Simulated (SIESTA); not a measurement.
Runs of SIESTA 5.4.2 on Al2Au. The structure is cubic, space group Fm-3m (No. 225). Conventional cell: a = 6.000 Å, b = 6.000 Å, c = 6.000 Å, α = 90.00°, β = 90.00°, γ = 90.00°. Around Au (site symmetry m-3m) lie 8 Al at 2.60 Å. Al (site symmetry -43m) is surrounded by 4 Au at 2.60 Å. 

| task | level | potentials or basis | spin | k mesh | gap on the mesh (eV) | pressure (GPa) | V0 of scaled cells (Å³/atom) | B0 (GPa) |
| --- | --- | --- | --- | --- | --- | --- | --- | --- |
| equation of state | LDA | PseudoDojo 0.4 standard (LDA files), DZP (energy shift 0.003 Ry; two zetas on semicore shells) | off | 8 × 8 × 8 | - | - | 17.63 | 121 |
| band structure | PBEsol | PseudoDojo 0.4 standard (PBEsol files, fully relativistic), DZP (energy shift 0.003 Ry; two zetas on semicore shells) | non-collinear, zero start, SOC | 6 × 6 × 6 | none | (b) | - | - |
| band structure | PBEsol | PseudoDojo 0.4 standard (PBEsol files), DZP (energy shift 0.003 Ry; two zetas on semicore shells) | off | 6 × 6 × 6 | none | 0.5 | - | - |
| equation of state | PBEsol | PseudoDojo 0.4 standard (PBEsol files), DZP (energy shift 0.003 Ry; two zetas on semicore shells) | off | 8 × 8 × 8 | - | - | 18.05 | (a) |

Alike in all rows: cell as given; smearing fermi-dirac 0.05 eV; grid cutoff 800 Ry; energy shift 0.003 Ry.

Task: Estimate the missing entries.

Result: (a) 115; (b) -0.9.

Caveats: short orbitals over semicore shells can move pressures by several GPa; the basis of atomic orbitals isn't converged, which shifts pressures, moduli and gaps; spin-orbit coupling is left out, which moves the levels of the heavy elements (some runs).

A k mesh can miss the band edges, and rows without SOC leave out spin-orbit coupling on Au.

A gap of «none» marks a metal or a gap under the smearing width.

Runs at the PBE level aren't shown here.
